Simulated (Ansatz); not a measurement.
The following input was run with Ansatz 0.2.0.

```yaml
crystal:
  lattice:
    - [9.0220712572, 0.0, 0.0]
    - [0.0, 9.0220712572, 0.0]
    - [0.0, 0.0, 26.3656677663]
  atoms:
    - { symbol: K, position: [0.25, 0.25, 0.303424896] }
    - { symbol: K, position: [0.25, 0.75, 0.303424896] }
    - { symbol: K, position: [0.75, 0.25, 0.303424896] }
    - { symbol: K, position: [0.75, 0.75, 0.303424896] }
    - { symbol: Cl, position: [0.5, 0.5, 0.303424896] }
    - { symbol: Cl, position: [0.5, 0.0, 0.303424896] }
    - { symbol: Cl, position: [0.0, 0.5, 0.303424896] }
    - { symbol: Cl, position: [0.0, 0.0, 0.303424896] }
    - { symbol: K, position: [0.5002004885, 0.4998180078, 0.4235518575] }
    - { symbol: K, position: [0.5001203683, 0.0004982385, 0.4238104389] }
    - { symbol: K, position: [3.41815e-05, 0.5007453503, 0.4239633409] }
    - { symbol: K, position: [0.0001118774, -0.0005201081, 0.4236563865] }
    - { symbol: Cl, position: [0.7500418224, 0.7504928445, 0.4234822139] }
    - { symbol: Cl, position: [0.7509647569, 0.2497986563, 0.4234242103] }
    - { symbol: Cl, position: [0.2501981184, 0.7504082804, 0.4234449948] }
    - { symbol: Cl, position: [0.2492681877, 0.2498745699, 0.4234487775] }
    - { symbol: K, position: [0.7456608685, 0.7479765065, 0.5438066948] }
    - { symbol: K, position: [0.7494649293, 0.2524131304, 0.5431775272] }
    - { symbol: K, position: [0.2548215082, 0.7480298703, 0.5437154719] }
    - { symbol: K, position: [0.2508976287, 0.2522477384, 0.5432254605] }
    - { symbol: Cl, position: [0.0001190944, 0.0003079223, 0.5459319348] }
    - { symbol: Cl, position: [0.0002626093, 0.5006490225, 0.5443805442] }
    - { symbol: Cl, position: [0.5002787178, 0.0028618775, 0.5439218459] }
    - { symbol: Cl, position: [0.5001293187, 0.4981234274, 0.5439761563] }
basis:
  ecutwfc: 420
kpoints:
  mp_grid: { grid: [2, 2, 1] }
hamiltonian:
  xc: pbe
scf:
  occupations: { method: gaussian, width: 0.05 }
output:
  forces: true
  eigenvalues: true
  write_density: true
  volumetric_format: npy
efield:
  axis: 3
  dipole_correction: true
  ramp_width: 0.04
```

Command:
```bash
ansatz run input.yaml --threads 4 --pin off --max-ram 12288MiB --backend cpu --events-out ev --progress --plain --runs-dir out
```

Theory: DFT PBE, scalar-relativistic, plane waves, PAW (Ansatz 0.2.0).

Abridged output:

```
Pseudopotentials: kind: paw
Pseudopotential: K, paw, valence charge 9, recommended cutoff 420 eV (normal)
Pseudopotential: Cl, paw, valence charge 7, recommended cutoff 420 eV (normal)
Functional definition: PBE
Crystal: 24 atoms, lattice volume = 2146.107 Å³
Basis set: ecut = 420 eV, 41933 PW (Γ), exchange–correlation on 128×128×360 points (8 copies of the dense FFT grid, shifted against one another)
Bands: 120, of which v1, the nominal top of the filled ones, is band 96 counted from 1 (95 counted from 0)
Symmetry: 1 space group operations
Space group: P1 (ITA 1), of the structure as read, at distance tolerance 1.3e-4 Å
k-points: 4
Initial density: superposition of atomic densities (neutral atoms: chi_scale 0, normalization atom), corrected by the library's trained network
Initial wavefunctions: pseudopotential atomic-orbital guess
Functional: x = pbe(κ = 0.804, μ = 0.21951497), c = pbe(β = 0.06672455)
SCF iter   1: F=—  HF=-31453.480543 eV  |F-HF|=—  |Δ(HF+E_count)|=         —  Δρ=3.28e-4  dr2=4.43e-3  ethr=1.77e-3  p=-0.038 e·Å  D=-3.19e-3 V/Å  ΔV_dip=0.08 eV  dr2_dipole=5.45e-7  V_vac-E_F(+/−)=3.67/3.59 eV  ⟨swp⟩=11.0  Hψ=2133  notcnv=0  defer=6
efield: sawtooth ramp at fractional position 0.9047 (placed from the atoms, in the widest stretch of the axis that holds none; the zero of the levels goes with the place), width 0.0400; the density the first Hamiltonian is built on has a dipole p = -0.038 e·Å; the dipole correction subtracts the counter field D = -3.19e-3 V/Å, which shifts the + side's vacuum level by +0.08 eV against the − side's; the planar-averaged density in the ramp window peaks in size at 2.9e-7 e/Å³
SCF iter   2: F=—  HF=-31453.483685 eV  |F-HF|=—  |Δ(HF+E_count)|=   3.14e-3  Δρ=1.23e-4  dr2=4.38e-4  ethr=2.31e-6  p=-0.039 e·Å  D=-3.29e-3 V/Å  ΔV_dip=0.09 eV  dr2_dipole=3.21e-11  V_vac-E_F(+/−)=3.71/3.62 eV  ⟨swp⟩=2.0  Hψ=957  notcnv=0  defer=58
SCF iter   3: F=—  HF=-31453.484643 eV  |F-HF|=—  |Δ(HF+E_count)|=   9.58e-4  Δρ=5.02e-5  dr2=5.41e-5  ethr=2.28e-7  p=-0.039 e·Å  D=-3.30e-3 V/Å  ΔV_dip=0.09 eV  dr2_dipole=3.41e-8  V_vac-E_F(+/−)=3.72/3.63 eV  ⟨swp⟩=2.0  Hψ=745  notcnv=0  defer=58
SCF iter   4: F=—  HF=-31453.485610 eV  |F-HF|=—  |Δ(HF+E_count)|=   9.67e-4  Δρ=1.73e-5  dr2=6.49e-6  ethr=2.82e-8  p=-0.039 e·Å  D=-3.33e-3 V/Å  ΔV_dip=0.09 eV  dr2_dipole=9.10e-9  V_vac-E_F(+/−)=3.73/3.64 eV  ⟨swp⟩=2.5  Hψ=744  notcnv=0  defer=60
SCF iter   5: F=—  HF=-31453.485649 eV  |F-HF|=—  |Δ(HF+E_count)|=   3.89e-5  Δρ=3.01e-6  dr2=1.57e-7  ethr=3.38e-9  p=-0.040 e·Å  D=-3.36e-3 V/Å  ΔV_dip=0.09 eV  dr2_dipole=1.65e-9  V_vac-E_F(+/−)=3.73/3.64 eV  ⟨swp⟩=2.0  Hψ=734  notcnv=0  defer=69
SCF iter   6: F=-31453.485649 eV  HF=-31453.485649 eV  |F-HF|=1.13e-7  |Δ(HF+E_count)|=   2.17e-7  Δρ=9.38e-7  dr2=1.79e-8  ethr=5.21e-11  p=-0.040 e·Å  D=-3.35e-3 V/Å  ΔV_dip=0.09 eV  dr2_dipole=1.66e-10  V_vac-E_F(+/−)=3.73/3.64 eV  ⟨swp⟩=24.2  Hψ=2947  notcnv=0
SCF 1 converged in 6 iterations: F = -31453.485649 eV  dr2 = 1.79e-8
SCF converged after 6 iterations
Free energy (F): -31453.485649 eV
Harris-Foulkes:  -31453.485649 eV  (|F-HF|=1.13e-7)
Internal energy: -31453.485649 eV  (E = F + TS)
E sigma→0 (E₀):  -31453.485649 eV
Fermi energy:    -1.218625 eV
Dipole field:    D = -0.003354 V/Å  (p = -0.039777 e·Å, saw-weighted, corrected)
Work function:   Φ+ = 3.7280 eV   Φ− = 3.6395 eV
Levels:          The Fermi level and band energies are counted from a zero that moves with the ramp; work functions are not
--- Per-component energies (eV) ---
  E_band       = -2467.959591
  E_kinetic    = 4985.203727
  E_local      = -87507.233288  (includes V_loc(G=0)·N_el)
  E_nonlocal   = 491.775218
  E_hartree    = 41661.349301
  E_xc         = -2914.855341
  E_vxc        = -3451.844514  (∫ρ·V_xc dr)
  E_paw        = -17293.514106  (= ΣΔE_a)
  E_vpaw       = -308.527577  (= ΣTr[D̂ρ^β])
  E_aug_tail   = 0.001029  (compensation charges beyond the density's cutoff)
  E_efield     = 0.000067  (sawtooth field / dipole correction)
  E_vefield    = -0.017094  (∫n·V_field dr)
  E_ewald      = 29123.787742
  E_smearing   =  0.000000  (= −TS)
--- Forces (eV/Å), atoms counted from 1 ---
  atom   1  K     -0.00303700    -0.00054355     0.05299885
  atom   2  K     -0.00043665     0.00087509     0.05153592
  atom   3  K      0.00331912    -0.00073852     0.05225011
  atom   4  K      0.00072474     0.00107695     0.05186894
  atom   5  Cl     0.00040472    -0.00055012    -0.05322412
  atom   6  Cl     0.00019469     0.00094249    -0.05287660
  atom   7  Cl    -0.00010118     0.00222140    -0.05085329
  atom   8  Cl     0.00010963    -0.00186370    -0.05558438
  atom   9  K     -0.00137588    -0.00333794    -0.01527332
  atom  10  K     -0.00032815     0.00305164    -0.00856966
  atom  11  K      0.00135404    -0.00351996    -0.00541219
  atom  12  K      0.00032462     0.00443220     0.04377160
  atom  13  Cl    -0.01142097    -0.01081970     0.01125513
  atom  14  Cl    -0.01160820     0.01071993    -0.00216365
  atom  15  Cl     0.01126352    -0.00963406     0.01164083
  atom  16  Cl     0.01150199     0.00960400    -0.00243087
  atom  17  K      0.07947333     0.05287084    -0.03570122
  atom  18  K      0.04256374    -0.04941434    -0.01828633
  atom  19  K     -0.08049393     0.05238759    -0.03425576
  atom  20  K     -0.04243782    -0.04787849    -0.01937764
  atom  21  Cl     0.00084830    -0.01606566    -0.01787151
  atom  22  Cl    -0.00089013     0.01324492     0.02493982
  atom  23  Cl    -0.00092923    -0.03518761     0.03599676
  atom  24  Cl     0.00097744     0.02812628     0.03564771
--- Band table (eV) ---
  k-point 0: bands = ["-31.2914", "-31.2885", "-31.2879", "-31.2872", "-31.2855", "-31.2843", "-31.2365", "-31.2338", "-30.9689", "-30.9416", "-30.9402", "-30.9370", "-15.9577", "-15.9567", "-15.8442", "-15.8361", "-15.8258", "-15.8052", "-15.7899", "-15.7808", "-15.6324", "-15.5897", "-15.5590", "-15.5029", "-14.8424", "-14.8338", "-14.8228", "-14.8160", "-14.8066", "-14.8066", "-14.7858", "-14.7820", "-14.7674", "-14.7645", "-14.7482", "-14.7481", "-14.7388", "-14.7337", "-14.7334", "-14.7294", "-14.7232", "-14.7204", "-14.6993", "-14.6876", "-14.5657", "-14.5625", "-14.5052", "-14.5049", "-14.4950", "-14.4927", "-14.4467", "-14.4464", "-14.4261", "-14.4259", "-14.3956", "-14.3770", "-14.3 ...
  k-point 1: bands = ["-31.2906", "-31.2888", "-31.2878", "-31.2871", "-31.2861", "-31.2843", "-31.2365", "-31.2338", "-30.9688", "-30.9408", "-30.9406", "-30.9374", "-15.9026", "-15.8982", "-15.8816", "-15.8768", "-15.7985", "-15.7390", "-15.7301", "-15.7192", "-15.7167", "-15.6878", "-15.6721", "-15.5779", "-14.8414", "-14.8333", "-14.8244", "-14.8165", "-14.7712", "-14.7707", "-14.7685", "-14.7660", "-14.7630", "-14.7417", "-14.7400", "-14.7378", "-14.7353", "-14.7301", "-14.7192", "-14.6886", "-14.6674", "-14.6580", "-14.6458", "-14.6419", "-14.6364", "-14.6185", "-14.5991", "-14.5793", "-14.4749", "-14.4590", "-14.4474", "-14.4288", "-14.3883", "-14.3807", "-14.3667", "-14.3634", "-14.3 ...
  k-point 2: bands = ["-31.2902", "-31.2897", "-31.2868", "-31.2866", "-31.2862", "-31.2853", "-31.2352", "-31.2351", "-30.9688", "-30.9415", "-30.9398", "-30.9376", "-15.9013", "-15.9000", "-15.8799", "-15.8781", "-15.7985", "-15.7365", "-15.7330", "-15.7187", "-15.7167", "-15.6869", "-15.6730", "-15.5777", "-14.8387", "-14.8378", "-14.8197", "-14.8195", "-14.7713", "-14.7710", "-14.7661", "-14.7653", "-14.7519", "-14.7431", "-14.7411", "-14.7407", "-14.7323", "-14.7322", "-14.7197", "-14.7189", "-14.6604", "-14.6587", "-14.6395", "-14.6374", "-14.6205", "-14.6157", "-14.5964", "-14.5962", "-14.4745", "-14.4595", "-14.4472", "-14.4292", "-14.3883", "-14.3806", "-14.3671", "-14.3634", "-14.3 ...
  k-point 3: bands = ["-31.2896", "-31.2888", "-31.2875", "-31.2874", "-31.2862", "-31.2852", "-31.2352", "-31.2351", "-30.9688", "-30.9409", "-30.9399", "-30.9381", "-15.8920", "-15.8911", "-15.8881", "-15.8857", "-15.7961", "-15.7338", "-15.7255", "-15.7201", "-15.7170", "-15.6853", "-15.6702", "-15.5758", "-14.8379", "-14.8369", "-14.8204", "-14.8203", "-14.7776", "-14.7772", "-14.7772", "-14.7768", "-14.7661", "-14.7649", "-14.7585", "-14.7538", "-14.7522", "-14.7499", "-14.7321", "-14.7319", "-14.6336", "-14.6303", "-14.6300", "-14.6297", "-14.5906", "-14.5899", "-14.5892", "-14.5848", "-14.4813", "-14.4811", "-14.4682", "-14.4667", "-14.3866", "-14.3613", "-14.3609", "-14.3590", "-14.3 ...
```

Self-consistency was reached.

The run took 6.4 s on 4 threads of AMD EPYC 9R45 96-Core Processor (Zen 5), on a shared host, peak memory 4.8 GiB.